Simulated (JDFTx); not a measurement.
# Nb under changes of volume

One of the cells (18.428 Å³/atom); the others are scaled copies at fixed shape and fractional positions:

```
Nb
1.0
    -1.66395    1.66395    1.66395
     1.66395   -1.66395    1.66395
     1.66395    1.66395   -1.66395
Nb
1
Direct
  0.00000 0.00000 0.00000
```

```yaml
Program: JDFTx 1.7.0 (patched build)
Functional: PBE
Potentials_or_basis: PseudoDojo-SR-PBE-0.5-standard with smoothed tails
Cutoff: 1116 eV
Density_cutoff: 4463 eV
k_mesh: 11 × 11 × 11
Occupations: fermi-dirac, width 0.05 eV
Spin: no spin polarisation
```

| volume (Å³/atom) | energy over the lowest point (meV/atom) | pressure (GPa) |
| --- | --- | --- |
| 17.322 | ? | ? |
| 17.691 | 8.15 | 5.3 |
| 18.060 | 0.00 | 1.6 |
| 18.428 | 0.15 | -1.9 |
| 18.797 | 7.98 | -5.1 |
| 19.165 | 22.85 | -8.0 |
| 19.534 | 44.16 | -10.6 |

Question: What does the run at 17.322 Å³/atom give?

Answer: Energy over the lowest point 25.23 meV/atom; pressure 9.4 GPa.

Worked out: A Birch-Murnaghan fit of order 3 (a polynomial in V^(-2/3)) to the other rows has its minimum at 18.23 Å³/atom with B0 = V·E''(V) = 172 GPa and B' = 3.2. It gives 25.43 meV/atom at 17.322 Å³/atom, against the run's 25.23, and -dE/dV = 9.6 GPa, against 9.4.

Energies are extrapolated to zero smearing.
